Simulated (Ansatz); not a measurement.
# SnO2: the cost of one run

Program: Ansatz 0.2.0. Level of theory: DFT PBE, scalar-relativistic, plane waves, PAW, unless a step names another level. These are calculated values, not measurements.

## Step 1: The system as given

Symmetry: P4_2/mnm, No. 136, tetragonal system. The conventional cell has a = 4.827 Å, b = 4.827 Å, c = 3.238 Å, α = 90.00°, β = 90.00°, γ = 90.00°. Sn (site symmetry mmm) is surrounded by 6 O at 2.09 Å. O (site symmetry m2m) has 3 Sn at 2.09 Å in its first shell of neighbours.

Coordinates:

```cif
data_structure
_symmetry_space_group_name_H-M 'P 1'
_symmetry_Int_Tables_number 1
_cell_length_a 5.8129
_cell_length_b 5.8129
_cell_length_c 5.8129
_cell_angle_alpha 112.292
_cell_angle_beta 108.080
_cell_angle_gamma 108.079
_cell_volume 150.93
loop_
_atom_site_label
_atom_site_type_symbol
_atom_site_fract_x
_atom_site_fract_y
_atom_site_fract_z
_atom_site_occupancy
Sn1 Sn 0.00000 0.75000 0.25000 1
Sn2 Sn 0.00000 0.25000 0.75000 1
Sn3 Sn 0.50000 0.00000 0.00000 1
Sn4 Sn 0.50000 0.50000 0.50000 1
O1 O 0.19342 0.69342 0.00000 1
O2 O 0.69342 0.25000 0.44342 1
O3 O 0.19342 0.19342 0.50000 1
O4 O 0.30658 0.25000 0.05658 1
O5 O 0.69342 0.75000 0.94342 1
O6 O 0.30658 0.75000 0.55658 1
O7 O 0.80658 0.80658 0.50000 1
O8 O 0.80658 0.30658 0.00000 1
```

It is the end of an earlier relaxation with the same method, from a generated guess; it is a trial structure. At a tolerance of 0.02 Å it has space group P4_2/mnm (No. 136); it has 12.58 Å³/atom, an uncorrected energy of -1.61 eV/atom over the elements.

## Step 2: Static run: bands, density of states and charges

input.yaml reads:

```yaml
crystal:
  lattice:
    - [-3.2382539508, 3.413489471, 3.413520788]
    - [3.2382539508, -3.413489471, 3.413520788]
    - [3.2382539508, 3.413489471, -3.413520788]
  atoms:
    - { symbol: Sn, position: [0.9999994769, 0.7499994769, 0.25] }
    - { symbol: Sn, position: [5.231e-07, 0.2500005231, 0.75] }
    - { symbol: Sn, position: [0.5, 0.0, 0.0] }
    - { symbol: Sn, position: [0.5, 0.5, 0.5] }
    - { symbol: O, position: [0.1934204716, 0.6934207181, 2.465e-07] }
    - { symbol: O, position: [0.6934247751, 0.2500025464, 0.4434222287] }
    - { symbol: O, position: [0.1934204716, 0.1934202251, 0.4999997535] }
    - { symbol: O, position: [0.3065803177, 0.2500025464, 0.0565777713] }
    - { symbol: O, position: [0.6934196823, 0.7499974536, 0.9434222287] }
    - { symbol: O, position: [0.3065752249, 0.7499974536, 0.5565777713] }
    - { symbol: O, position: [0.8065795284, 0.8065797749, 0.5000002465] }
    - { symbol: O, position: [0.8065795284, 0.3065792819, 0.9999997535] }
basis:
  ecutwfc: 420
kpoints:
  mp_grid: { grid: [6, 6, 6] }
  band_path:
    path:
      - [[0.0, 0.0, 0.0], [0.0, -0.5, 0.5], [-0.5, -0.50000459, 0.50000459], [0.0, 0.0, 0.0], [-0.5, 0.5, 0.5], [-0.5, 0.0, 1.0], [-1.0, -4.59e-06, 1.00000459], [-0.5, 0.5, 0.5]]
      - [[0.0, -0.5, 0.5], [-0.5, 0.0, 1.0]]
      - [[-0.5, -0.50000459, 0.50000459], [-1.0, -4.59e-06, 1.00000459]]
    npoints: 10
hamiltonian:
  xc: pbe
scf:
  occupations: { method: gaussian, width: 0.02 }
  n_extra_bands: 30
output:
  forces: true
  stress: true
  eigenvalues: true
  populations: true
  dos: { projected: true, de: 0.02, nscf_kmesh: { grid: [9, 9, 9] } }
  bader: false
  write_density: true
  write_potential: true
  elf: true
  volumetric_format: npy
```

Started as:

```
ansatz run input.yaml --threads 1 --pin off --max-ram 2560MiB --backend cpu --events-out ev --progress --plain --runs-dir out
```

What time and memory should one allow on 1 thread of Arm Neoverse V2, shared host?

About 2.4 min, with a peak of 1 GiB.
